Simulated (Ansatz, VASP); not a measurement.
Ag in VASP and in Ansatz

Contents of INCAR:

```
PREC = Accurate
ENCUT = 580
EDIFF = 1E-6
ISMEAR = -1
SIGMA = 0.05
LREAL = False
LASPH = True
NELM = 100
ALGO = Normal
ISIF = 3
LWAVE = False
LCHARG = False
GGA = PE
IBRION = 2
NSW = 60
EDIFFG = -0.01
```

The input KPOINTS:

```
Automatic mesh
0
Gamma
  11 11 11
```

Contents of POSCAR:

```
Ag
1.0
    0.0000000000      2.0427500000      2.0427500000
    2.0427500000      0.0000000000      2.0427500000
    2.0427500000      2.0427500000      0.0000000000
Ag
1
Direct
    0.0000000000      0.0000000000      0.0000000000
```

The input input.yaml:

```yaml
crystal:
  lattice:
    - [0.0, 2.04275, 2.04275]
    - [2.04275, 0.0, 2.04275]
    - [2.04275, 2.04275, 0.0]
  atoms:
    - { symbol: Ag, position: [0.0, 0.0, 0.0] }
hamiltonian:
  xc: pbe
  pseudopotentials: { kind: paw }
kpoints:
  mp_grid: { grid: [11, 11, 11] }
scf:
  occupations: { method: fermi_dirac, width: 0.05 }
output:
  forces: true
  stress: true
relax:
  f_tol: 0.01
  max_steps: 40
  cell: { stress_tol: 0.05 }
```

Alike in both runs: task relaxation of cell and atoms; functional PBE; k mesh 11 × 11 × 11; occupations fermi-dirac, width 0.05 eV; no spin polarisation.

|  | VASP | Ansatz |
| --- | --- | --- |
| version | VASP 6.6.1 | Ansatz 0.2.0 |
| potentials or method | VASP PAW PBE potentials, release 54 (Ag) | Ansatz PAW |
| plane-wave cutoff (eV) | 580 | 420 |
| valence electrons in the cell | 11 | 19 |

VASP gave:

* relaxed volume (Å³/atom): 17.77
* relaxed cell length with the largest relative difference (Å): 2.929
* energy change over the relaxation (meV/atom): -9

Problem. Estimate Ansatz's values.

Solution. Relaxed volume (Å³/atom): 17.80; relaxed cell length with the largest relative difference (Å): 2.931; energy change over the relaxation (meV/atom): -10.

The two sets of potentials don't hold the same shells in valence.

Caveats: the plane-wave basis is chosen anew once the cell has moved, so the energies of steps on either side of that aren't comparable (Ansatz). PBE usually gives volumes a little too large and moduli too small. Zero-point motion and thermal expansion aren't in these numbers.
